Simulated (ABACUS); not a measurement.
# CdSe (Cadmoselite) (P6_3mc) in ABACUS: further runs

The runs below take CdSe (Cadmoselite) through single point, with PBEsol, SOGGA.

Program: ABACUS 3.10.1. These are calculated values, not measurements. Logs are shortened: lines on timing, memory, paths and dates and some standing lists are left out, and cuts for length are marked.

**What was measured.**

A printed reference work, data compilation reports, for a bulk crystal of CdSe at 2 K: band gap 1.841 eV.

The runs below are set against these values where they give the same quantity.

## (1) The crystal as given

Symmetry: P6_3mc, No. 186, hexagonal system. The conventional cell has a = 4.300 Å, b = 4.300 Å, c = 7.020 Å, α = 90.00°, β = 90.00°, γ = 120.00°. Cd (site symmetry 3m) has 4 Se at 2.61 to 2.70 Å as nearest neighbours. Se (site symmetry 3m) has 4 Cd at 2.61 to 2.70 Å as nearest neighbours.

## (2) Single point, PBEsol

INPUT

```
INPUT_PARAMETERS
suffix              CdSe
calculation         scf
basis_type          pw
pseudo_dir          ./
latname             hexagonal
symmetry            1
dft_functional      pbesol
ecutwfc             103
pseudo_rcut         10
nspin               1
nbands              38
ks_solver           dav
smearing_method     fd
smearing_sigma      0.00367493
scf_thr             1e-08
scf_nmax            100
mixing_type         broyden
mixing_beta         0.7
cal_force           1
cal_stress          1
out_chg             1
kpar                4
```

STRU

```
ATOMIC_SPECIES
Cd 112.4140 Cd_ONCV_PBE-1.2.upf
Se 78.9710 Se_ONCV_PBE-1.2.upf

LATTICE_CONSTANT
8.1258223359

LATTICE_PARAMETERS
1.6325581395

ATOMIC_POSITIONS
Direct

Cd
0.0
2
0.6666666667 0.3333333333 0.5000000000 1 1 1
0.3333333333 0.6666666667 0.0000000000 1 1 1

Se
0.0
2
0.6666666667 0.3333333333 0.8850000000 1 1 1
0.3333333333 0.6666666667 0.3850000000 1 1 1
```

KPT

```
K_POINTS
0
Gamma
6 6 3 0 0 0
```

Potentials or basis: SG15 ONCV 1.2 PBE, plane waves.

Launch:

```bash
OMP_NUM_THREADS=1 mpirun -np 4 abacus > log
```

running log:

```text
ABACUS v3.10.1

               Atomic-orbital Based Ab-initio Computation at UStc

 ------------------------------------------------------------------------------------

 READING GENERAL INFORMATION
                           global_out_dir = OUT.CdSe/
                           global_in_card = INPUT
                               pseudo_dir = ./
                              orbital_dir =
                                    DSIZE = 4
                                    GSIZE = 1

 READING UNITCELL INFORMATION
                                    ntype = 2
                  lattice constant (Bohr) = 8.12582
              lattice constant (Angstrom) = 4.3

 READING ATOM TYPE 1
                               atom label = Cd
                      L=0, number of zeta = 1
                      L=1, number of zeta = 1
                      L=2, number of zeta = 1
             number of atom for this type = 2

 READING ATOM TYPE 2
                               atom label = Se
                      L=0, number of zeta = 1
                      L=1, number of zeta = 1
                      L=2, number of zeta = 1
             number of atom for this type = 2

                        TOTAL ATOM NUMBER = 4
DIRECT COORDINATES
    atom                   x                   y                   z     mag                  vx                  vy                  vz
taud_Cd1            0.6666666667        0.3333333333        0.5000000000  0.0000        0.0000000000        0.0000000000        0.0000000000
taud_Cd2            0.3333333333        0.6666666667        0.0000000000  0.0000        0.0000000000        0.0000000000        0.0000000000
taud_Se1            0.6666666667        0.3333333333        0.8850000000  0.0000        0.0000000000        0.0000000000        0.0000000000
taud_Se2            0.3333333333        0.6666666667        0.3850000000  0.0000        0.0000000000        0.0000000000        0.0000000000

                          Volume (Bohr^3) = 758.58
                             Volume (A^3) = 112.41

 Lattice vectors: (Cartesian coordinate: in unit of a_0)
                   +1                  +0                  +0
                 -0.5           +0.866025                  +0
                   +0                  +0            +1.63256
 Reciprocal vectors: (Cartesian coordinate: in unit of 2 pi/a_0)
                   +1            +0.57735                  -0
                   -0             +1.1547                  -0
                   +0                  -0           +0.612536
 The esolver type has been set to : ksdft_pw

                PAO radial cut off (Bohr) = 10

 Read in pseudopotential file is Cd_ONCV_PBE-1.2.upf
                     pseudopotential type = NC
          exchange-correlation functional = PBE
                 nonlocal core correction = 0
                        valence electrons = 20
                                     lmax = 2
                           number of zeta = 0
                     number of projectors = 6
                           L of projector = 0
                           L of projector = 0
                           L of projector = 1
                           L of projector = 1
                           L of projector = 2
[... 173 lines left out ...]
 projector 2 L=0
 projector 3 L=1
 projector 4 L=1
 projector 5 L=2
 projector 6 L=2
 Se non-local projectors:
 projector 1 L=0
 projector 2 L=0
 projector 3 L=1
 projector 4 L=1
 projector 5 L=2
 projector 6 L=2
      TOTAL NUMBER OF NONLOCAL PROJECTORS = 72

 Init Non-Local PseudoPotential table :
 Init Non-Local-Pseudopotential done.

                                     npwx = 13405

 -------------------------------------------
 SELF-CONSISTENT
 -------------------------------------------
                                 init_chg = atomic

 PW ALGORITHM --------------- ION=   1  ELEC=   1--------------------------------

 Notice: Threshold on eigenvalues was too large.
 hsover_error=0.52 > DRHO=0.193049
 Origin diag ethr = 0.01
 New diag ethr = 0.000371249

 Density error is 0.176637631017
                          Error Threshold = 0.000371248516444
----------------------------------------------------------
     Energy           Rydberg                 eV
----------------------------------------------------------
 E_KohnSham     -659.0802306234      -8967.2465756323
 E_Harris       -666.5365981512      -9068.6956603931
 E_Fermi        0.5334398559         7.2578215800
----------------------------------------------------------
[... 75 lines left out ...]
 Density error is 4.41140936919e-10
                          Error Threshold = 3.42870866973e-11
----------------------------------------------------------
     Energy           Rydberg                 eV
----------------------------------------------------------
 E_KohnSham     -659.1369260702      -8968.0179567596
 E_KS(sigma->0) -659.1369224578      -8968.0179076100
 E_Harris       -659.1370024874      -8968.0189964688
 E_band         -74.5065393038       -1013.7134727929
 E_one_elec     -438.1574304517      -5961.4376751815
 E_Hartree      223.1480464514       3036.0849293075
 E_xc           -63.1116677172       -858.6782912361
 E_Ewald        -381.0158671279      -5183.9868213503
 E_entropy(-TS) -0.0000072249        -0.0000982992
 E_descf        0.0000000000         0.0000000000
 E_exx          0.0000000000         0.0000000000
 E_Fermi        0.5469708888         7.4419207276
----------------------------------------------------------

 charge density convergence is achieved
 final etot is -8968.0179568 eV
 EFERMI = 7.4419207276 eV

 STATE ENERGY(eV) AND OCCUPATIONS    NSPIN == 1
 1/4 kpoint (Cartesian) = 0.0000 0.0000 0.0000 (13345 pws)
       1       -94.5771      0.0185185
       2       -94.5771      0.0185185
       3       -55.5303      0.0185185
       4       -55.5303      0.0185185
       5       -55.5302      0.0185185
       6       -55.5302      0.0185185
[... 150 lines left out ...]
      37        18.0280        0.00000
      38        18.9475        0.00000

------------------------------------------------------------------------------------------
 TOTAL-FORCE (eV/Angstrom)
------------------------------------------------------------------------------------------
                       Cd1         0.0000000000         0.0000000000         0.2731560488
                       Cd2         0.0000000000         0.0000000000         0.2731560488
                       Se1         0.0000000000         0.0000000000        -0.2731560488
                       Se2         0.0000000000         0.0000000000        -0.2731560488
------------------------------------------------------------------------------------------

----------------------------------------------------------------
 TOTAL-STRESS (KBAR)
----------------------------------------------------------------
        11.3794860228        -0.0000000000         0.0000000000
         0.0000000000        11.3794860228        -0.0000000000
         0.0000000000         0.0000000000        -7.4239692264
----------------------------------------------------------------
 TOTAL-PRESSURE: 5.111668 KBAR

 --------------------------------------------
 !FINAL_ETOT_IS -8968.0179567596205743 eV
 --------------------------------------------
```

Run time: 67 s. Hardware: 4 MPI ranks of Intel Xeon Platinum 8488C (Sapphire Rapids), shared host; peak memory 1 GiB.

Results:

```
Free energy            : -8968.0180 eV
Pressure               : 0.5 GPa
Largest force          : 0.273 eV/Å
Band gap on the k mesh : 0.54 eV, direct
```

Forces on the atoms (eV/Å):
```
Cd   0.000  0.000  0.273
Cd   0.000  0.000  0.273
Se   0.000  0.000 -0.273
Se   0.000  0.000 -0.273
```

Caveat: the potentials were made for another functional, which shifts forces and pressure.

## (3) Single point, SOGGA

INPUT, as its differences from that of step 2:

```diff
@@ -5,9 +5,8 @@
 pseudo_dir          ./
-latname             hexagonal
 symmetry            1
-dft_functional      pbesol
-ecutwfc             103
+dft_functional      GGA_X_SOGGA+GGA_C_PBE
+ecutwfc             40
 pseudo_rcut         10
 nspin               1
-nbands              38
+nbands              28
 ks_solver           dav
@@ -21,2 +20,3 @@
 cal_stress          1
+ecutrho             320
 out_chg             1
```

STRU

```
ATOMIC_SPECIES
Cd 112.4140 cd_pbe_v1.uspp.F.UPF
Se 78.9710 se_pbe_v1.uspp.F.UPF

LATTICE_CONSTANT
1.8897261246

LATTICE_VECTORS
4.3000000000 0.0000000000 0.0000000000
-2.1500000000 3.7239092363 0.0000000000
0.0000000000 0.0000000000 7.0200000000

ATOMIC_POSITIONS
Direct

Cd
0.0
2
0.6666666667 0.3333333333 0.5000000000 1 1 1
0.3333333333 0.6666666667 0.0000000000 1 1 1

Se
0.0
2
0.6666666667 0.3333333333 0.8850000000 1 1 1
0.3333333333 0.6666666667 0.3850000000 1 1 1
```

KPT is that of step 2.

Potentials or basis: GBRV ultrasoft 1.5 PBE, plane waves.

Launch:

```bash
OMP_NUM_THREADS=1 mpirun -np 4 abacus > log
```

Wall time 55 s (4 MPI ranks of Intel Xeon Platinum 8375C at 2.90GHz (Ice Lake), shared host); peak memory 1.4 GiB.

It converged, with:

* Free energy: -4281.9899 eV
* Pressure: -0.3 GPa
* Largest force: 0.265 eV/Å
* Band gap on the k mesh: 0.56 eV, direct

Forces on the atoms (eV/Å):
```
Cd   0.000  0.000  0.265
Cd   0.000  0.000  0.265
Se   0.000  0.000 -0.265
Se   0.000  0.000 -0.265
```

Stress tensor (GPa, compression positive):
```
 0.34  0.00  0.00
 0.00  0.34  0.00
 0.00  0.00 -1.56
```

Levels at points of the mesh, in eV from the valence-band top:
```
           k point  band 14  band 15  band 16  band 17  band 18  band 19  band 20  band 21  band 22  band 23
(0.00, 0.00, 0.00)    -0.74    -0.74    -0.02     0.00     0.00     0.56     1.99     5.77     5.77     6.02
(0.50, 0.50, 0.00)    -3.80    -2.64    -1.92    -1.29    -0.86     3.12     3.19     4.68     6.06     6.55
```

Caveat: the potentials were made for another functional, which shifts forces and pressure.

## (4) Comparison with measurements

Step 2. Against the measured gap of CdSe, 1.841 eV (2 K; a printed reference work, data compilation), the calculated 0.54 eV is off by -1.30 eV. So large a miss can be the level of theory's own, or it may mean another phase, state or a wrong row. Spin-orbit coupling on Cd, Se is left out. The value is that of PBEsol, without temperature or zero-point motion. Semilocal functionals fall short of measured gaps as a rule.

Step 3. A measured gap of CdSe is 1.841 eV (2 K; a printed reference work, data compilation); the calculated 0.56 eV misses it by -1.28 eV. So large a miss can be the level of theory's own, or it may mean another phase, state or a wrong row. Spin-orbit coupling on Cd, Se is left out. The value is that of SOGGA, without temperature or zero-point motion.
